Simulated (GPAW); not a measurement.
Set up this calculation in GPAW 26.7.0, as an ASE script.

* Task: band structure
* Functional: PBEsol
* Potentials or basis: PAW data sets generated in the run's folder for this functional
* Cutoff: 800 eV
* Basis: pw
* k mesh: 5 × 5 × 5
* Occupations: fermi-dirac, width 0.05 eV
* Spin: no spin polarisation
* Maxiter: 150
* Band path: GLB1,BZGX,QFP1Z,LP
* Band points: 60

The system is BaTiO3.

```xyz
5
Lattice="2.8274 1.6324 2.3184 -2.8274 1.6324 2.3184 0.0000 -3.2648 2.3184" Properties=species:S:1:pos:R:3 pbc="T T T"
Ba    0.0000    0.0000    0.0000
Ti    0.0000    0.0000    3.3698
O     1.3885   -0.8017    2.3988
O    -1.3885   -0.8017    2.3988
O     0.0000    1.6033    2.3988
```

One way to write it, as run:

run.py

```python
from ase import Atoms
from ase.dft.bandgap import bandgap
from ase.io import write
from ase.units import GPa
from gpaw import GPAW, PW, setup_paths

setup_paths.insert(0, '.')

atoms = Atoms(['Ba', 'Ti', 'O', 'O', 'O'],
              cell=[[2.8273666084, 1.6323808724, 2.3183934932],
                    [-2.8273666084, 1.6323808724, 2.3183934932],
                    [0.0, -3.2647617449, 2.3183934932]],
              scaled_positions=[[0.0, 0.0, 0.0],
                                [0.4845, 0.4845, 0.4845],
                                [0.5086, 0.0175, 0.5086],
                                [0.0175, 0.5086, 0.5086],
                                [0.5086, 0.5086, 0.0175]],
              pbc=True)

calc = GPAW(mode=PW(800),
            xc='PBEsol',
            kpts={'size': (5, 5, 5), 'gamma': True},
            occupations={'name': 'fermi-dirac', 'width': 0.05},
            nbands=36,
            convergence={'density': 1e-05, 'energy': 1e-05},
            maxiter=150,
            txt='gpaw.txt')
atoms.calc = calc
energy = atoms.get_potential_energy()
forces = atoms.get_forces()
stress = atoms.get_stress()
calc.write('gs.gpw')
write('result.traj', atoms)
print(f'Energy: {energy:.6f} eV')
print('Forces (eV/A):')
print(forces.round(4))
print('Stress (GPa):', (stress / GPa).round(3))
print('Fermi level:', round(calc.get_fermi_level(), 4), 'eV')
print(f'Gap: {bandgap(calc)[0]:.4f} eV, direct: {bandgap(calc, direct=True)[0]:.4f} eV')

path = atoms.cell.bandpath('GLB1,BZGX,QFP1Z,LP', npoints=60, eps=1e-4)
bs_calc = calc.fixed_density(kpts=path, symmetry='off', nbands=53,
                             convergence={'bands': 'CBM+6.0', 'eigenstates': 1e-6}, txt='bands.txt')
bs = bs_calc.band_structure()
bs.write('bs.json')
print(f'Gap on the path: {bandgap(bs_calc)[0]:.4f} eV')
```

Potentials or basis: PAW data sets generated in the run's folder for this functional, pw.

Command:

```console
$ gpaw-setup -f PBEsol Ba O Ti
$ OMP_NUM_THREADS=1 python run.py
```

It gave:

- Pressure: 0.3 GPa
- Largest force: 0.193 eV/Å
- Band gap on the k mesh: 2.49 eV, indirect (least direct gap 2.76 eV)
- Band gap along the path: 2.37 eV, indirect (least direct gap 2.73 eV)

Caveat: spin-orbit coupling is left out, which moves the levels of the heavy elements; the mesh misses the band edges, which the band path finds closer together.

Run time: 2.3 min on 1 thread of Arm Neoverse V2, with other jobs on the host, peak memory 0.49 GiB.
